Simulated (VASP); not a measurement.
Here is a VASP 6.6.1 calculation.

File POSCAR:

```
BaTe
1.0
    4.2624660000      0.0000000000      0.0000000000
    0.0000000000      4.2624660000      0.0000000000
    0.0000000000      0.0000000000      4.2624660000
Ba Te
1 1
Direct
    0.0000000000      0.0000000000      0.0000000000
    0.5000000000      0.5000000000      0.5000000000
```

INCAR.step1

```
SYSTEM = BaTe
PREC = Accurate
ENCUT = 450
EDIFF = 1E-8
ISMEAR = 0
SIGMA = 0.01
LREAL = .FALSE.
LASPH = .TRUE.
NELM = 100
ALGO = Normal
LWAVE = .TRUE.
LCHARG = .FALSE.
```

The input INCAR.step2:

```
SYSTEM = BaTe
PREC = Accurate
ENCUT = 450
EDIFF = 1E-8
ISMEAR = 0
SIGMA = 0.01
LREAL = .FALSE.
LASPH = .TRUE.
NELM = 1
ALGO = Exact
LWAVE = .TRUE.
LCHARG = .FALSE.
NBANDS = 183
LOPTICS = .TRUE.
ISTART = 1
```

Contents of INCAR.step3:

```
SYSTEM = BaTe
PREC = Accurate
ENCUT = 450
EDIFF = 1E-8
ISMEAR = 0
SIGMA = 0.01
LREAL = .FALSE.
LASPH = .TRUE.
ALGO = EVGW0
LWAVE = .TRUE.
LCHARG = .FALSE.
NELMGW = 1
NBANDS = 183
ENCUTGW = 100
NOMEGA = 64
PRECFOCK = Fast
ISTART = 1
NBANDSGW = 16
```

File INCAR.step4:

```
SYSTEM = BaTe
PREC = Accurate
ENCUT = 450
EDIFF = 1E-8
ISMEAR = 0
SIGMA = 0.01
LREAL = .FALSE.
LASPH = .TRUE.
ALGO = BSE
LWAVE = .FALSE.
LCHARG = .FALSE.
NBANDS = 183
ENCUTGW = 100
NBANDSO = 4
NBANDSV = 4
ANTIRES = 0
OMEGAMAX = 20
PRECFOCK = Fast
ISTART = 1
NBSEEIG = 10
```

Contents of KPOINTS:

```
Automatic mesh
0
G
  4 4 4
  0 0 0
```

Potentials or basis: VASP PAW LDA potentials, release 64 (Ba_sv_GW, Te_GW).

Launch:

```console
$ cat potpaw_LDA.64/Ba_sv_GW/POTCAR potpaw_LDA.64/Te_GW/POTCAR > POTCAR
$ cp INCAR.step1 INCAR
$ mpirun -np 1 vasp_std > vasp.out
$ cp INCAR.step2 INCAR
$ mpirun -np 1 vasp_std > vasp.out
$ cp INCAR.step3 INCAR
$ mpirun -np 1 vasp_std > vasp.out
$ cp INCAR.step4 INCAR
$ mpirun -np 1 vasp_std > vasp.out
```

Problem. Estimate the quasiparticle gap.

Solution. 1.57 eV.

Problem. What does it give for the least direct quasiparticle gap?

Solution. 1.76 eV.

Problem. Predict the band gap on the k mesh, mean-field level.

Solution. 0.74 eV, indirect (least direct gap 0.91 eV).

Lowest excitation energies (eV) and strengths:
```
energy  strength
 1.545         0
 1.545         0
 1.547         0
 1.728      23.3
 1.728      23.3
 1.728      23.3
 1.731         0
 1.731         0
 1.731         0
 2.306      14.2
```

Caveat: bands, screening cutoff and mesh are small and nothing is extrapolated, so the quasiparticle values aren't converged; spin-orbit coupling is left out, which moves the levels of the heavy elements. A k mesh can miss the band edges.
